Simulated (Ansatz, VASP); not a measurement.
# AlN in VASP and in Ansatz

The input INCAR:

```
SYSTEM = AlN
PREC = Accurate ; ENCUT = 520
EDIFF = 1E-8 ; ISMEAR = -1
SIGMA = 0.02 ; LREAL = .FALSE.
LASPH = .TRUE. ; NELM = 100
ALGO = Normal ; ISIF = 2
LWAVE = .FALSE. ; LCHARG = .FALSE.
LEFG = .TRUE. ; NBANDS = 11
```

File KPOINTS:

```
Automatic mesh
0
G
  10 10 10
  0 0 0
```

File POSCAR:

```
AlN
1.0
    0.0000000000      2.0040293008      2.0040293008
    2.0040293008      0.0000000000      2.0040293008
    2.0040293008      2.0040293008      0.0000000000
Al N
1 1
Direct
    0.0000000000      0.0000000000      0.0000000000
    0.5000000000      0.5000000000      0.5000000000
```

Input for Ansatz:

```yaml
crystal:
  lattice:
    - [0.0, 2.0040293008, 2.0040293008]
    - [2.0040293008, 0.0, 2.0040293008]
    - [2.0040293008, 2.0040293008, 0.0]
  atoms:
    - { symbol: Al, position: [0.0, 0.0, 0.0] }
    - { symbol: "N", position: [0.5, 0.5, 0.5] }
kpoints:
  mp_grid: { grid: [10, 10, 10] }
scf:
  occupations: { method: fermi_dirac, width: 0.02 }
hamiltonian:
  xc: lda
  pseudopotentials: { kind: all_electron, datasets: crystal }
output:
  forces: true
  stress: true
  eigenvalues: true
  efg: { contact_densities: true }
```

Change from the starting cell: volume scaled by 1.04, crystal datasets.

Alike in both runs: task electric field gradients; functional LDA; k mesh 10 × 10 × 10; occupations fermi-dirac, width 0.02 eV; no spin polarisation.

|  | VASP | Ansatz |
| --- | --- | --- |
| version | VASP 6.6.1 | Ansatz 0.2.0 |
| potentials or method | VASP PAW LDA potentials, release 64 (Al, N) | all-electron PAW with datasets made for the crystal, scalar-relativistic |
| plane-wave cutoff (eV) | 520 | see its input |

|  | VASP | Ansatz | Ansatz less VASP |
| --- | --- | --- | --- |
| gap on the k mesh at the Fermi level (eV) | 4.72 | 4.71 | -0.005 |
| pressure (GPa) | 1.3 | 0.7 | -0.61 |
| Vzz of the field gradient on the site that differs most (V/Å²) | 0.0 | 0.0 | 0.00 |

Ansatz ran all-electron here, so the differences hold the error of VASP's frozen core and of both bases.

A k mesh can miss the band edges.
